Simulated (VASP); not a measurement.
CaO:

```
Ca O
1.0
     0.00000    2.40356    2.40356
     2.40356    0.00000    2.40356
     2.40356    2.40356    0.00000
Ca O
1 1
Direct
  0.00000 0.00000 0.00000
  0.50000 0.50000 0.50000
```

The cell is a database's computed one.

Base run:

- Program: VASP 6.6.1
- Functional: HSE06
- Potentials or basis: VASP PAW PBE potentials, release 64 (Ca_sv, O)
- Cutoff: 520 eV
- k mesh: 6 × 6 × 6
- Occupations: gaussian, width 0.02 eV
- Spin: no spin polarisation

Its results: band gap on the k mesh 5.32 eV, indirect (least direct gap 5.74 eV); pressure 0.1 GPa.

Problem. The run is repeated on the same cell with these changes: functional from HSE06 to PBE0. What comes out?

Solution. Band gap on the k mesh 6.04 eV, indirect (least direct gap 6.47 eV); pressure 0.0 GPa.

Caveats: the PAW data sets were made with another functional, which shifts forces and pressure a little.
